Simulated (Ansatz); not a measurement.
## Trial inputs on InSb

The reference input for Ansatz (plane-wave DFT with PAW):

```yaml
crystal:
  lattice:
    - [0.0, 3.3166107078, 3.3166107078]
    - [3.3166107078, 0.0, 3.3166107078]
    - [3.3166107078, 3.3166107078, 0.0]
  atoms:
    - { symbol: In, position: [0.0, 0.0, 0.0] }
    - { symbol: Sb, position: [0.25, 0.25, 0.25] }
basis:
  ecutwfc: 420
kpoints:
  mp_grid: { grid: [4, 4, 4] }
hamiltonian:
  xc: pbe
scf:
  occupations: { method: gaussian, width: 0.1 }
output:
  forces: true
  stress: true
  eigenvalues: true
```

Command:

```bash
ansatz run input.yaml --threads 1 --pin off --max-ram 1331MiB --backend cpu --events-out ev --progress --plain --runs-dir out
```

The run converges in 6 SCF iterations on 8 irreducible k-points: pressure 0.46 GPa, no gap.

These settings were drawn at random to show what each does; none of the numbers is a converged property of the crystal. Each trial's input is given as a difference from the reference's; energies are extrapolated to zero smearing where there is one, and pressure is positive in compression.

**Question.** Trial 1:

```diff
 crystal:
   atoms:
-    - { symbol: In, position: [0.0, 0.0, 0.0] }
+    - { symbol: In, position: [0.0, 0.0, 0.0], spin: 3.0 }
 basis:
-  ecutwfc: 420
+  ecutwfc: 410
 kpoints:
-  mp_grid: { grid: [4, 4, 4] }
+  mp_grid: { grid: [1, 2, 3] }
 hamiltonian:
-  xc: pbe
+  xc: lda
 scf:
+  lower_state_search: "off"
 output:
+  populations: true
+magnetization:
+  spin_polarized: true
+  magnetic_field: [0, 0, 10]
```

How does this run end?

**Answer.** The program refuses the input:

```text
Error: inconsistent input (magnetization.magnetic_field, magnetization.spin_polarized): is a list, and a spin_polarized run has one axis for its moments and the field — type the one component along it in T, or set noncollinear: true in place of spin_polarized: true
```

Next try, with these keys changed back:

```diff
 crystal:
   atoms:
-    - { symbol: In, position: [0.0, 0.0, 0.0], spin: 3.0 }
+    - { symbol: In, position: [0.0, 0.0, 0.0] }
 scf:
-  lower_state_search: "off"
 output:
-  populations: true
-magnetization:
-  spin_polarized: true
-  magnetic_field: [0, 0, 10]
```

The run converges in 10 SCF iterations on 4 irreducible k-points: pressure 6.03 GPa, largest force 1.062 eV/Å, no gap. It warns that the cutoff lies under the recommended one, 420 eV for these potentials; that the mesh lowers the symmetry.

**Question.** Trial 2:

```diff
 basis:
-  ecutwfc: 420
+  ecutwfc: 210
 scf:
-  occupations: { method: gaussian, width: 0.1 }
+  occupations: { method: fermi_dirac, width: 0.35 }
+  max_iter: 20
```

What happens?

**Answer.** The run converges in 8 SCF iterations on 8 irreducible k-points: energy 6.13 eV per atom above the reference, pressure 0.45 GPa (unreliable at so low a cutoff), no gap. It warns that the cutoff lies under the recommended one, 420 eV for these potentials.

**Question.** Trial 3:

```diff
 basis:
-  ecutwfc: 420
+  ecutwfc: 430
 scf:
+  convergence: { dr2_threshold: "1e-4 eV" }
```

What does the program give?

**Answer.** The run converges in 6 SCF iterations on 8 irreducible k-points: energy 0.24 meV per atom below the reference, pressure 0.46 GPa, no gap. It warns that the SCF threshold is loose for the forces; that the SCF threshold is loose for the stress.